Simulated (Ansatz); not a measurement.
**TiTe2 under changes of volume**

One of the cells (26.760 Å³/atom); the others are scaled copies at fixed shape and fractional positions:

```
CELL_PARAMETERS angstrom
3.77700 0.00000 0.00000
-1.88850 3.27098 0.00000
0.00000 0.00000 6.49800
ATOMIC_POSITIONS crystal
Te 0.33333 0.66667 0.73720
Te 0.66667 0.33333 0.26280
Ti 0.00000 0.00000 0.00000
```

```yaml
Program: Ansatz 0.2.0
Functional: r2SCAN
Potentials_or_basis: Ansatz PAW
Cutoff: "500 eV (not typed: the program's choice for these potentials)"
k_mesh: 8 × 8 × 4
Occupations: fermi-dirac, width 0.05 eV
Spin: no spin polarisation
```

| volume (Å³/atom) | energy over the lowest point (meV/atom) | pressure (GPa) | largest force (eV/Å) |
| --- | --- | --- | --- |
| 25.154 | 33.28 | 5.8 | 0.361 |
| 25.689 | ? | ? | ? |
| 26.225 | 6.33 | 2.4 | 0.038 |
| 26.760 | 0.84 | 0.9 | 0.217 |
| 27.295 | 0.00 | -0.4 | 0.383 |
| 27.830 | 3.37 | -1.6 | 0.537 |
| 28.365 | 10.55 | -2.7 | 0.680 |

Problem. What does the run at 25.689 Å³/atom give?

Solution. Energy over the lowest point 16.96 meV/atom; pressure 4.0 GPa; largest force 0.154 eV/Å.

Worked out: A Birch-Murnaghan fit of order 3 (a polynomial in V^(-2/3)) to the other rows has its minimum at 27.13 Å³/atom with B0 = V·E''(V) = 66 GPa and B' = 4.0 at fixed shape and positions, which overstates the stiffness. It gives 16.97 meV/atom at 25.689 Å³/atom, against the run's 16.96, and -dE/dV = 4.0 GPa, against 4.0.

Energies are extrapolated to zero smearing.

Caveats: the PAW data sets come from PBE, with cores solved anew for the run's functional, which leaves a small shift of forces and pressure.
